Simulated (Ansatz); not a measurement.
An input for the plane-wave PAW code Ansatz:

```yaml
crystal:
  lattice:
    - [0.0, 2.3976516346, 2.3976516346]
    - [2.3976516346, 0.0, 2.3976516346]
    - [2.3976516346, 2.3976516346, 0.0]
  atoms:
    - { symbol: In, position: [0.0, 0.0, 0.0] }
basis:
  ecutwfc: 420
  ecutrho_ratio: 4
kpoints:
  mp_grid: { grid: [16, 16, 16] }
  band_path:
    path:
      - [[0.0, 0.0, 0.0], [0.5, 0.0, 0.5], [0.625, 0.25, 0.625]]
      - [[0.375, 0.375, 0.75], [0.0, 0.0, 0.0], [0.5, 0.5, 0.5], [0.5, 0.25, 0.75], [0.5, 0.0, 0.5]]
    npoints: 14
hamiltonian:
  xc: pbe
scf:
  occupations: { method: gaussian, width: 0.05 }
  n_extra_bands: 10
output:
  forces: true
  stress: true
  eigenvalues: true
  populations: true
  dos: { projected: true, de: 0.02, nscf_kmesh: { grid: [24, 24, 24] } }
  bader: true
```

At room temperature and ambient pressure In takes another structure.

Output, machine lines left out:

```
scf.n_extra_bands = 10 over 7 filled bands (N_el = 13.0): the run solves 17 bands
Pseudopotentials: kind: paw
Pseudopotential: In, paw, valence charge 13, recommended cutoff 420 eV (normal), In.paw.azcp
Crystal: 1 atoms, lattice volume = 27.567 Å³
Basis set: ecut = 420 eV, 537 PW (Γ), exchange–correlation on 48×48×48 points (8 copies of the dense FFT grid, shifted against one another)
Bands: 17, of which v1, the nominal top of the filled ones, is band 7 counted from 1 (6 counted from 0)
Symmetry: 48 space group operations
Space group: Fm-3m (ITA 225), of the structure as read, at distance tolerance 3.0e-5 Å
k-points: 145 of 4096
Initial density: superposition of atomic densities (neutral atoms: chi_scale 0, normalization atom), corrected by the library's trained network
Initial wavefunctions: pseudopotential atomic-orbital guess
Functional: x = pbe(κ = 0.804, μ = 0.21951), c = pbe(β = 0.06672)
```

```
SCF iter   1: F=—  HF=-5597.845151 eV  |F-HF|=—  |Δ(HF+E_count)|=         —  Δρ=9.09e-4  dr2=1.41e-4
SCF iter   2: F=—  HF=-5597.844832 eV  |F-HF|=—  |Δ(HF+E_count)|=   3.19e-4  Δρ=5.31e-4  dr2=6.45e-5
SCF iter   3: F=—  HF=-5597.844863 eV  |F-HF|=—  |Δ(HF+E_count)|=   3.03e-5  Δρ=3.68e-4  dr2=2.60e-5
SCF iter   4: F=—  HF=-5597.844846 eV  |F-HF|=—  |Δ(HF+E_count)|=   1.64e-5  Δρ=9.92e-5  dr2=1.78e-6
SCF iter   5: F=—  HF=-5597.844845 eV  |F-HF|=—  |Δ(HF+E_count)|=   1.24e-6  Δρ=4.75e-5  dr2=4.24e-7
SCF iter   6: F=—  HF=-5597.844845 eV  |F-HF|=—  |Δ(HF+E_count)|=   2.10e-7  Δρ=2.17e-5  dr2=7.99e-8
SCF iter   7: F=-5597.844845 eV  HF=-5597.844845 eV  |F-HF|=5.05e-9  |Δ(HF+E_count)|=   6.41e-8  Δρ=4.17e-6  dr2=2.83e-9
```

```
SCF 1 converged in 7 iterations: F = -5597.844845 eV  dr2 = 2.83e-9
NSCF: frozen V_eff on 86 k-points
NSCF: frozen V_eff on 413 k-points
SCF converged after 7 iterations
Free energy (F): -5597.844845 eV
E sigma→0 (E₀):  -5597.844344 eV
Entropy (-TS):   -0.001002 eV (-1.002 meV/atom)
Fermi energy:    9.555417 eV
--- Forces (eV/Å), atoms counted from 1 ---
  atom   1  In     0.00000000     0.00000000     0.00000000
--- Stress (GPa, compression-positive) ---
       -0.004440       0.000000       0.000000
        0.000000      -0.004440       0.000000
        0.000000       0.000000      -0.004440
  P = ⅓ Tr σ = -0.0044 GPa (-0.044 kbar)
--- Löwdin populations: 1 site ---
  site symbol       q [e]
     0     In     12.9815
--- Bader charges: 1 site ---
  site symbol  charge [e]  shift [e]
     0     In      0.0000     0.0000
  estimated error of the sums over rays = 3.5e-7 e
```

In short (PBE): pressure 0.0 GPa, gap on the mesh zero (metallic).
